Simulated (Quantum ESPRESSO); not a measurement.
**Sb: single point with PBE**

The system is Sb.

```
Sb
1.0
     3.16000    0.00000    0.00000
     0.00000    3.16000    0.00000
     0.00000    0.00000    3.16000
Sb
1
Direct
  0.00000 0.00000 0.00000
```

This isn't the form of Sb at room conditions, which is rhombohedral.

| Property | Result |
| --- | --- |
| Program | Quantum ESPRESSO 7.5 |
| Task | single point |
| Functional | PBE |
| Potentials or basis | SSSP 1.3 efficiency PBE |
| Cutoff | 748 eV |
| Density cutoff | 5987 eV |
| k mesh | 8 × 8 × 8 |
| Occupations | fermi-dirac, width 0.05 eV |
| Spin | no spin polarisation |

The pressure is -2.2 GPa and the band gap on the k mesh is none (metal or under the smearing width).

Levels at points of the mesh, in eV from the Fermi level:
```tsv
k point	band 5	band 6	band 7	band 8	band 9	band 10	band 11	band 12
(0.00, 0.00, 0.00)	-28.95	-11.92	3.18	3.18	3.18	7.11	7.11	7.97
(0.00, 0.00, -0.50)	-28.95	-9.69	-5.15	5.01	5.01	9.34	10.59	11.34
(0.00, -0.50, -0.50)	-28.89	-7.36	-3.24	-3.24	2.46	6.82	13.34	13.35
(-0.50, -0.50, -0.50)	-28.89	-4.81	-1.46	-1.46	-1.46	5.03	5.03	5.03
```

Run time: 15 s on 1 thread of AMD EPYC 7R43 64-Core Processor (Zen 3) (shared host), peak memory 0.17 GiB.

Spin-orbit coupling is left out, which matters for the levels of Sb.
